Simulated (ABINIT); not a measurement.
Planning a run of ABINIT 10.8.3 on SiC (Moissanite). The input:

```
acell 3*1.0 Angstrom
rprim 
  3.081000000023 -0.000000000005 0.000000000000
  -1.540500000007 2.668224269083 0.000000000000
  0.000000000000 0.000000000000 15.124800000000
ntypat 2
znucl 14 6
natom 12
typat 1 1 1 1 1 1 2 2 2 2 2 2
xred 
  0.000000000000 0.000000000000 0.000000000000
  0.000000000000 0.000000000000 0.500000000000
  0.333333333333 0.666666666667 0.166400000000
  0.666666666667 0.333333333333 0.666400000000
  0.666666666667 0.333333333333 0.332900000000
  0.333333333333 0.666666666667 0.832900000000
  0.333333333333 0.666666666667 0.041200000000
  0.666666666667 0.333333333333 0.541200000000
  0.666666666667 0.333333333333 0.208000000000
  0.333333333333 0.666666666667 0.708000000000
  0.000000000000 0.000000000000 0.374600000000
  0.000000000000 0.000000000000 0.874600000000
pp_dirpath "pseudos"
pseudos "Si.upf, C.upf"
ecut 37
ngkpt 6 6 1
nshiftk 1
shiftk 0 0 0
kptopt 1
chksymbreak 0
istwfk *1
occopt 1
irdwfk 1
optdriver 3
nband 175
ecuteps 4.8
inclvkb 2
awtr 1
symchi 1
irdqps 1
gwcalctyp 10
nqptdm 6
qptdm 
  0.1666666667 0.0000000000 0.0000000000
  0.3333333333 0.0000000000 0.0000000000
  0.5000000000 0.0000000000 0.0000000000
  0.1666666667 0.1666666667 0.0000000000
  0.3333333333 0.1666666667 0.0000000000
  0.3333333333 0.3333333333 0.0000000000
indata_prefix "in"
outdata_prefix "out"
tmpdata_prefix "tmp"
```

```sh
OMP_NUM_THREADS=1 mpirun -n 8 abinit run.abi > log; mrgscr < mrgscr.stdin
```

Q: Estimate wall time and host memory on 8 MPI ranks of Arm Neoverse V2, shared host.

It took 52 s; on shared hardware allow 26 s to 1.7 min. Peak host memory was 2.6 GiB.

[Paths, hosts, dates, memory and timing lines, banners, echoed tables and standing remarks are left out of the program output.]

[Logs are printed without paths, hosts, clocks, repeated set-up lines and the standing remarks that a program may print on its own settings, such as how far it seeks lower states.]

[Runs of the session that timed out or met a known fault of the program may be left out.]

[Hosts, paths, dates, database ids (printed as entryN), source tags and the programs' standing remarks are cut or masked in the printed files.]

[G0W0 gaps are taken among the corrected bands and points alone; a level outside them can change the order at an edge.]

[Where Ansatz stands beside ABINIT at settings called matched, ABINIT's density can come from a denser mesh and the files from another edition; pairs whose starting gaps differed by over 0.03 eV were left out, so agreement reads better than it is.]
